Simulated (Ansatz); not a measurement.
# Si2N: before and after

Computed with Ansatz, DFT PBE, scalar-relativistic, plane waves, PAW. Settings: cutoff 420 eV, Γ-centred meshes no coarser than 0.19 Å⁻¹ for metals and 0.3 Å⁻¹ for insulators (2π included), Gaussian smearing.

The start was the anti-rutile type (P4_2/mnm, No. 136), relaxed within its symmetry. A cell of 6 atoms (1 times the primitive one) was then disturbed at random, relaxed without symmetry and relaxed once more on a fine mesh. The k mesh leaves about 4 meV/atom of noise in metals. Weakly bound directions are ill-defined at this level, which has no dispersion term.

Before:

```
Si N
1.0
     6.69300    0.00000    0.00000
     0.00000    6.69300    0.00000
     0.00000    0.00000    2.55904
Si N
4 2
Direct
  0.35582 0.35582 0.00000
  0.14418 0.85582 0.50000
  0.64418 0.64418 0.00000
  0.85582 0.14418 0.50000
  0.00000 0.00000 0.00000
  0.50000 0.50000 0.50000
```

After:

Space group Imm2 (No. 44). a = 2.829 Å, b = 4.004 Å, c = 8.159 Å, α = 90.00°, β = 90.00°, γ = 90.00°
```json
{"atom": "Si", "site": "2a", "symmetry": "mm2", "x": "0.5000", "y": "0.5000", "z": "0.3973"}
{"atom": "Si", "site": "2b", "symmetry": "mm2", "x": "0.5000", "y": "0.0000", "z": "0.2398"}
{"atom": "N", "site": "2a", "symmetry": "mm2", "x": "0.0000", "y": "0.0000", "z": "0.1131"}
```

Is this a distortion of the same structure or a reconstruction, and what lowers the energy?

A reconstruction, from P4_2/mnm (No. 136) to Imm2 (No. 44). Si–Si bonds form, at 2.38 Å where the closest pair was 2.56 Å apart; each N has on average 3 Si contacts in place of 4, shorter on average (1.87 → 1.76 Å).

What does it gain?

866 meV/atom, with the volume going from 19.11 to 15.40 Å³/atom. Against the elements the energy goes from 0.60 to -0.26 eV/atom.

Cost: 4 runs of about 12 core-minutes in all, on Intel Xeon 6975P-C (Granite Rapids) (shared hosts).